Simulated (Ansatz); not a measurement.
O vacancy in MgO

Computed with the plane-wave PAW code Ansatz (scalar-relativistic, PAW set soft_2): PBEsol, collinear spin, 420 eV cutoff, k-mesh 2×2×2 shifted by half a step.

The relaxed host crystal (Kohn–Sham gap 4.62 eV over the whole zone):

```xyz
2
Lattice="0.0000 2.1070 2.1070 2.1070 0.0000 2.1070 2.1070 2.1070 0.0000" Properties=species:S:1:pos:R:3 pbc="T T T"
Mg    0.0000    0.0000    0.0000
O     2.1070    2.1070    2.1070
```

Supercell of 32 atoms, rows of the matrix [[1,1,1],[1,1,-3],[-3,1,1]] times the cell vectors; O vacancy at (0.500, 0.500, 0.500) in fractions of the cell above. Atoms are relaxed at the host's cell, from a start shaken by 0.03 Å near the defect; charged cells sit in a uniform background.

The defect was relaxed in the charges +2, +1, 0. Distances from the empty O site (Å), by shell of the perfect crystal:

| shell | perfect crystal | state A | state B | state C |
| --- | --- | --- | --- | --- |
| 6 Mg | 2.11 | 2.26 | 2.12 | 2.19 |

| state | moment of the cell (μB) | gap of the cell on the mesh (eV) | carriers |
| --- | --- | --- | --- |
| A | 0.00 | 2.94 | none in the bands |
| B | 0.00 | 3.27 | none in the bands |
| C | 1.00 | 1.33 | none in the bands |

On this mesh the host's own supercell has a gap of 6.07 eV.

**Question.** Which state has which charge?

**Answer.** A has charge +2; B has charge 0; C has charge +1.

Formation energy of the neutral defect: 6.80 eV, taking atoms from and to the elements' standard states (no corrections for gases), so it belongs to those chemical potentials alone.

Charge-transition levels, with point-charge and potential-alignment terms: (+2/+1) lies 1.40 eV above the valence band top; (+1/0) lies 2.56 eV above the valence band top. Lowest charge for a Fermi level at the valence band top: +2, at mid gap: +1, at the conduction band bottom: 0 (among the charges +2, +1, 0). With the Fermi level at the valence band top the state +1 costs 4.24 eV, and 6.55 eV with the Fermi level at mid gap, which lies 2.31 eV above the valence band top; atoms are taken from and to the elements' standard states.

Relaxed cell at charge 0:

```
MgO V_O charge 0
1.0
     4.2140    4.2140    4.2140
    -4.2140   -4.2140    4.2140
     4.2140   -4.2140   -4.2140
Mg O
16 15
Direct
  0.7511 0.2492 0.0007
  0.9998 0.9992 0.9993
  0.7510 0.5006 0.7491
  0.9998 0.2494 0.7494
  0.2486 0.9981 0.7494
  0.2496 0.7493 0.9993
  0.4996 0.5005 0.0008
  0.7496 0.9993 0.2493
  0.7498 0.7493 0.4993
  0.9997 0.4992 0.4994
  0.2482 0.2491 0.4978
  0.4997 0.9978 0.4979
  0.4997 0.7491 0.7494
  0.9995 0.7491 0.2492
  0.2498 0.4993 0.2494
  0.4998 0.2493 0.2494
  0.7504 0.9984 0.7493
  0.4997 0.5002 0.4988
  0.7505 0.2493 0.4988
  0.9982 0.9985 0.4987
  0.9999 0.7495 0.7494
  0.2491 0.5001 0.7494
  0.4997 0.9985 0.0000
  0.4997 0.7493 0.2495
  0.7505 0.5002 0.2509
  0.9997 0.2493 0.2493
  0.2490 0.9985 0.2480
  0.2489 0.7476 0.4985
  0.7506 0.7509 0.0002
  0.0012 0.5001 0.0003
  0.2489 0.2494 0.0001
```

Caveats: at charge +2: net starting moment lost; at charge 0: net starting moment lost; semilocal functionals make gaps too small, which shifts levels too; small supercell, so energies and levels can be off by tenths of an eV; one random start near the defect, so other minima are possible; the program doubts the potential alignment, as is usual in cells this small.
